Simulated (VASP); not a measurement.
Crystal: Te.

```xyz
3
Lattice="4.4540 0.0000 0.0000 -2.2270 3.8573 0.0000 0.0000 0.0000 5.9240" Properties=species:S:1:pos:R:3 pbc="T T T"
Te    1.6279    2.8197    0.0000
Te   -0.5991    1.0376    3.9493
Te    1.1981    0.0000    1.9747
```

Base run:

| Item | Value |
| --- | --- |
| Program | VASP 6.6.1 |
| Functional | PBE |
| Potentials or basis | VASP PAW PBE potentials, release 64 (Te_GW) |
| Cutoff | 450 eV |
| k mesh | 4 × 4 × 3 |
| Occupations | gaussian, width 0.02 eV |
| Spin | no spin polarisation |

Its results: band gap on the k mesh 0.79 eV, indirect (least direct gap 1.00 eV); pressure 1.5 GPa; largest force 0.132 eV/Å.

Q: The run is repeated on the same cell with these changes: k mesh from 4 × 4 × 3 to 3 × 3 × 2; further incar settings from ALGO = Normal; EDIFF = 1e-06 to ALGO = Fast; EDIFF = 1e-07; NBANDS = 16. What comes out?

A: Band gap on the k mesh 0.16 eV, direct; pressure 1.8 GPa; largest force 0.136 eV/Å.

Caveats: some runs use coarse meshes; spin-orbit coupling is left out, which moves the levels of the heavy elements; an odd mesh through Γ misses points on the zone boundary, where band edges often lie.

Not every run made on this cell is shown here.
